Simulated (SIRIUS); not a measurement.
Runs of SIRIUS 7.12.0 on Ta. Symmetry: Im-3m, No. 229, cubic system. The conventional cell has a = 3.303 Å, b = 3.303 Å, c = 3.303 Å, α = 90.00°, β = 90.00°, γ = 90.00°. Ta (site symmetry m-3m) has 8 Ta at 2.86 Å as nearest neighbours. 

```csv
level,local orbitals (radial functions),smallest sphere radius times basis cutoff,V0 of scaled cells (Å³/atom),B0 (GPa)
AM05,Ta 17,9.2,17.55,210
WC,Ta 17,9.2,17.70,211
PBE+D3(BJ),-,-,17.69,(b)
RPBE,Ta 17,9.2,(a),183
PBE+D4,-,-,17.98,(c)
PBE,-,-,18.24,193
PBE+D3,-,-,17.64,(d)
revPBE,Ta 17,9.2,18.47,186
```

Alike in all rows: task equation of state; potentials or basis all-electron FP-LAPW, apw+lo standard; no spin polarisation; cell as given; k mesh 11 × 11 × 11; cutoff (eV) 170; smearing fermi-dirac 0.05 eV.

Question: Estimate the missing entries.

Answer: (a) 18.57; (b) 208; (c) 200; (d) 212.
